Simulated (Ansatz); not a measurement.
# SiC: changing the screening of exact exchange

```
CELL_PARAMETERS angstrom
3.07600 0.00000 0.00000
-1.53800 2.66389 0.00000
0.00000 0.00000 5.04800
ATOMIC_POSITIONS crystal
Si 0.66667 0.33333 0.50000
Si 0.33333 0.66667 0.00000
C 0.66667 0.33333 0.88500
C 0.33333 0.66667 0.38500
```

Kept alike: task single point; functional HSE06 form with a typed share of exact exchange; k mesh 5 × 5 × 3; occupations fermi-dirac, width 0.05 eV; no spin polarisation. Program: Ansatz, Ansatz PAW, cutoff 420 eV. Exact-exchange share held at 0.25. The mesh is that of the run's cell of 4 atoms. No spin-orbit coupling.

| run | pressure (GPa) |
| --- | --- |
| A | -1.20 |
| B | -1.00 |
| C | -0.25 |
| D | -1.12 |
| E | 0.62 |
| F | -0.66 |

The k mesh is coarse, so the values aren't converged. Pressure is positive in compression, with a Pulay correction for the finite cutoff. All rows use potentials made for PBE. The mesh is thin for exact exchange.

Q: The runs differ in the screening of exact exchange alone: 0.1; 0.15; 0.2; 0.3; 0.4; 0.6 Å⁻¹. Which run is which?

A: Run A is 0.1 Å⁻¹; run B is 0.2 Å⁻¹; run C is 0.4 Å⁻¹; run D is 0.15 Å⁻¹; run E is 0.6 Å⁻¹; run F is 0.3 Å⁻¹. The pressure rises from -1.20 to 0.62 GPa between 0.1 and 0.6 Å⁻¹.
